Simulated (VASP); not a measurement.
# Ge3N4 (P6_3/m) in VASP: notebook, part 2 of 2

VASP 6.6.1. Earlier steps stand in the parts before.

## Step 3: Relaxation of cell and atoms, PBE

This run uses another cell than the first one, of 12.69 Å³/atom, 1.026 times its volume.

INCAR reads:

```
SYSTEM = Ge3N4
ALGO = Normal
EDIFF = 1E-6
EDIFFG = -0.005
ENCUT = 600
GGA = PE
IBRION = 2
ISIF = 3
ISMEAR = 0
KPAR = 8
LASPH = .TRUE.
LCHARG = .FALSE.
LREAL = .FALSE.
LWAVE = .FALSE.
NELM = 120
NSW = 80
PREC = Accurate
SIGMA = 0.02
```

KPOINTS reads:

```
k-points
0
G
  5 5 10
  0 0 0
```

POSCAR reads:

```
Ge3N4                                   
1.0
    8.1203601272      0.0000000466      0.0000000000
   -4.0601800527      7.0324381315      0.0000000000
   -0.0000000000      0.0000000000      3.1103288672
  Ge              N             
     6     8
Direct
     0.8292605315063613    0.2355606845157442    0.7500000000000000
     0.5936998469906370    0.8292605315063392    0.2500000000000000
     0.2355606845157243    0.4063001530094049    0.2500000000000000
     0.7644393154842757    0.5936998469905951    0.7500000000000000
     0.4063001530093631    0.1707394684936606    0.7500000000000000
     0.1707394684936387    0.7644393154842558    0.2500000000000000
     0.6666666699999979    0.3333333300000021    0.7500000000000000
     0.3333333300000021    0.6666666699999979    0.2500000000000000
     0.6696350205980535    0.9727209558616707    0.7500000000000000
     0.6969140647363672    0.6696350205980399    0.2500000000000000
     0.9727209558616859    0.3030859352636308    0.2500000000000000
     0.0272790441383140    0.6969140647363689    0.7500000000000000
     0.3303649794019467    0.0272790441383293    0.2500000000000000
     0.3030859352636325    0.3303649794019602    0.7500000000000000
```

Potentials or basis: VASP PAW PBE potentials, release 64 (Ge_d, N).

Started as:

```
$ cat potpaw_PBE.64/Ge_d/POTCAR potpaw_PBE.64/N/POTCAR > POTCAR
$ mpirun -np 8 vasp_std > vasp.out
```

OUTCAR:

```text
SYSTEM = Ge3N4
   EDIFF = 1E-6
   EDIFFG = -0.005
   ENCUT = 600
   GGA = PE
   IBRION = 2
   ISIF = 3
   ISMEAR = 0
   LASPH = .TRUE.
   LREAL = .FALSE.
   NELM = 120
   NSW = 80
   PREC = Accurate

 ion  position               nearest neighbor table
   1  0.829  0.236  0.750-   7 1.85  11 1.85  11 1.85   9 1.86
   2  0.594  0.829  0.250-   8 1.85   9 1.85   9 1.85  10 1.86
   3  0.236  0.406  0.250-   8 1.85  14 1.85  14 1.85  11 1.86
   4  0.764  0.594  0.750-   7 1.85  10 1.85  10 1.85  12 1.86
   5  0.406  0.171  0.750-   7 1.85  13 1.85  13 1.85  14 1.86
   6  0.171  0.764  0.250-   8 1.85  12 1.85  12 1.85  13 1.86
   7  0.667  0.333  0.750-   1 1.85   5 1.85   4 1.85
   8  0.333  0.667  0.250-   6 1.85   2 1.85   3 1.85
   9  0.670  0.973  0.750-   2 1.85   2 1.85   1 1.86
  10  0.697  0.670  0.250-   4 1.85   4 1.85   2 1.86
  11  0.973  0.303  0.250-   1 1.85   1 1.85   3 1.86
  12  0.027  0.697  0.750-   6 1.85   6 1.85   4 1.86
  13  0.330  0.027  0.250-   5 1.85   5 1.85   6 1.86
  14  0.303  0.330  0.750-   3 1.85   3 1.85   5 1.86

  LATTYP: Found a hexagonal cell.
 ALAT       =     8.1203601272
 C/A-ratio  =     0.3830284394

  Lattice vectors:

 A1 = (   8.1203601272,   0.0000000466,   0.0000000000)
 A2 = (  -4.0601800527,   7.0324381315,   0.0000000000)
 A3 = (   0.0000000000,   0.0000000000,   3.1103288672)

Analysis of symmetry for initial positions (statically):
=====================================================================
 Subroutine PRICEL returns:
 Original cell was already a primitive cell.

 Routine SETGRP: Setting up the symmetry group for a
 hexagonal supercell.

 Subroutine GETGRP returns: Found 12 space group operations
 (whereof  6 operations were pure point group operations)
 out of a pool of 24 trial point group operations.

The static configuration has the point symmetry S_6 .
[... 175 lines left out ...]
 maximum number of plane-waves:      5977
 NGX is ok and might be reduce to    70
   NGX = 33   NGY = 33   NGZ = 13

 number of electron     123.9999934 magnetization

 Free energy of the ion-electron system (eV)
  ---------------------------------------------------
  ext. energy  EPLUGINS =         0.00000000
  ---------------------------------------------------
  free energy    TOTEN  =       -94.28862020 eV

  energy without entropy =      -94.28862020  energy(sigma->0) =      -94.28862020

 E-fermi :   5.0050     XC(G=0): -10.7202

 val. band max:        4.8376240523   @ k =   0.0000   0.0000   0.0000
 cond. band min:       6.7104427168   @ k =   0.0000   0.0000   0.0000
 fundamental gap:      1.8728186645
 Fermi energy:         5.0050122081

 k-point     1 :       0.0000    0.0000    0.0000
  band No.  band energies     occupation
      1     -19.6895      2.00000
      2     -19.6644      2.00000
      3     -19.6644      2.00000
      4     -19.6607      2.00000
      5     -19.6262      2.00000
      6     -19.6262      2.00000
[... 1837 lines left out ...]
     73      11.8253      0.00000
     74      12.2735      0.00000

 [... further k-points ...]

------------------------ aborting loop because EDIFF is reached ----------------------------------------

  FORCE on cell =-STRESS in cart. coord.  units (eV):
  Direction    XX          YY          ZZ          XY          YZ          ZX
  --------------------------------------------------------------------------------------
  -------------------------------------------------------------------------------------
  Total        0.0041313      0.0041313     -0.0230046     -0.0000008      0.0000000      0.0000000
  in kB        0.0372657      0.0372657     -0.2075094     -0.0000069      0.0000000      0.0000000
  external PRESSURE =      -0.0443260 kB  Pullay stress =       0.0000000 kB

 VOLUME and BASIS-vectors are now :
 -----------------------------------------------------------------------------
  energy-cutoff  :      600.00
  volume of cell :      177.62
      direct lattice vectors                 reciprocal lattice vectors
     8.120360127  0.000000047  0.000000000     0.123147247  0.071099096  0.000000000
    -4.060180053  7.032438132  0.000000000    -0.000000001  0.142198193  0.000000000
     0.000000000  0.000000000  3.110328867     0.000000000  0.000000000  0.321509410

 POSITION                                       TOTAL-FORCE (eV/Angst)
 -----------------------------------------------------------------------------------
      5.77748      1.65657      2.33275         0.003482     -0.002985      0.000000
      1.45411      5.83172      0.77758         0.004326      0.001523      0.000000
      0.26319      2.85728      0.77758        -0.000844     -0.004508      0.000000
      3.79699      4.17516      2.33275         0.000844      0.004508      0.000000
      2.60607      1.20071      2.33275        -0.004326     -0.001523      0.000000
     -1.71730      5.37587      0.77758        -0.003482      0.002985      0.000000
      4.06018      2.34415      2.33275        -0.000000     -0.000000     -0.000000
     -0.00000      4.68829      0.77758        -0.000000     -0.000000     -0.000000
      1.48826      6.84060      2.33275         0.000688     -0.004479     -0.000000
      2.94035      4.70917      0.77758         0.004223     -0.001643     -0.000000
      6.66826      2.13143      0.77758        -0.003535     -0.002835      0.000000
     -2.60808      4.90101      2.33275         0.003535      0.002835      0.000000
      2.57192      0.19184      0.77758        -0.000688      0.004479     -0.000000
      1.11983      2.32327      2.33275        -0.004223      0.001643      0.000000
 -----------------------------------------------------------------------------------
    total drift:                                0.000000     -0.000000      0.000000

  FREE ENERGIE OF THE ION-ELECTRON SYSTEM (eV)
  ---------------------------------------------------
  free  energy   TOTEN  =       -94.2886201969 eV

  energy  without entropy=      -94.2886201969  energy(sigma->0) =      -94.28862020

 reached required accuracy - stopping structural energy minimisation
```

OSZICAR:

```text
N       E                     dE             d eps       ncg     rms          rms(c)
DAV:   1     0.214713309601E+04    0.21471E+04   -0.56498E+04  5972   0.476E+03
DAV:   2     0.434127954297E+03   -0.17130E+04   -0.16270E+04  4440   0.134E+03
DAV:   3    -0.516088250789E+02   -0.48574E+03   -0.46517E+03  4862   0.338E+02
DAV:   4    -0.107215850069E+03   -0.55607E+02   -0.54736E+02  5142   0.129E+02
DAV:   5    -0.109950479071E+03   -0.27346E+01   -0.27113E+01  5488   0.282E+01    0.232E+01
DAV:   6    -0.940721197040E+02    0.15878E+02   -0.56828E+01  6648   0.544E+01    0.810E+00
DAV:   7    -0.943510479964E+02   -0.27893E+00   -0.57064E+00  5272   0.101E+01    0.522E+00
DAV:   8    -0.943013530850E+02    0.49695E-01   -0.50726E-01  6248   0.748E+00    0.108E+00
DAV:   9    -0.942853971471E+02    0.15956E-01   -0.12118E-01  6328   0.286E+00    0.290E-01
DAV:  10    -0.942877299395E+02   -0.23328E-02   -0.12230E-02  5788   0.816E-01    0.156E-01
DAV:  11    -0.942885774600E+02   -0.84752E-03   -0.22542E-03  5224   0.350E-01    0.331E-02
DAV:  12    -0.942885891884E+02   -0.11728E-04   -0.11617E-04  5776   0.834E-02    0.152E-02
DAV:  13    -0.942886163446E+02   -0.27156E-04   -0.35026E-05  5560   0.457E-02    0.643E-03
DAV:  14    -0.942886202958E+02   -0.39512E-05   -0.12852E-05  5208   0.185E-02    0.474E-03
DAV:  15    -0.942886201969E+02    0.98964E-07   -0.36852E-06  4136   0.185E-02
   1 F= -.94288620E+02 E0= -.94288620E+02  d E =-.942886E+02
```

Run time: 1.9 min. Hardware: 8 MPI ranks of Intel Xeon 6975P-C (Granite Rapids), shared host; peak memory 0.58 GiB.

What came out:

```
Free energy                  : -94.2886 eV
Pressure after relaxing      : 0.0 GPa
Largest force after relaxing : 0.005 eV/Å
Band gap on the k mesh       : 1.87 eV, direct
```

Forces in eV/Å, atoms in the order of the input:
```
Ge   0.003 -0.003  0.000
Ge   0.004  0.002  0.000
Ge  -0.001 -0.005  0.000
Ge   0.001  0.005  0.000
Ge  -0.004 -0.002  0.000
Ge  -0.003  0.003  0.000
N    0.000  0.000  0.000
N    0.000  0.000  0.000
N    0.001 -0.004  0.000
N    0.004 -0.002  0.000
N   -0.004 -0.003  0.000
N    0.004  0.003  0.000
N   -0.001  0.004  0.000
N   -0.004  0.002  0.000
```

Final structure:
```
Ge N
1.0
     8.12036    0.00000    0.00000
    -4.06018    7.03244    0.00000
     0.00000    0.00000    3.11033
Ge N
6 8
Direct
  0.82926 0.23556 0.75000
  0.59370 0.82926 0.25000
  0.23556 0.40630 0.25000
  0.76444 0.59370 0.75000
  0.40630 0.17074 0.75000
  0.17074 0.76444 0.25000
  0.66667 0.33333 0.75000
  0.33333 0.66667 0.25000
  0.66963 0.97272 0.75000
  0.69691 0.66963 0.25000
  0.97272 0.30309 0.25000
  0.02728 0.69691 0.75000
  0.33037 0.02728 0.25000
  0.30309 0.33036 0.75000
```

Levels at points of the mesh, in eV from the valence-band top:
| k point | band 59 | band 60 | band 61 | band 62 | band 63 | band 64 | band 65 | band 66 |
| --- | --- | --- | --- | --- | --- | --- | --- | --- |
| (0.00, 0.00, 0.00) | -0.86 | -0.44 | -0.22 | 0.00 | 1.87 | 3.28 | 3.28 | 3.56 |
| (0.00, 0.00, 0.50) | -1.17 | -1.17 | -1.17 | -1.17 | 4.24 | 4.24 | 4.24 | 4.24 |

Caveat: the relaxation stopped at its first step, so nothing moved; an odd mesh through Γ misses points on the zone boundary, where band edges often lie.
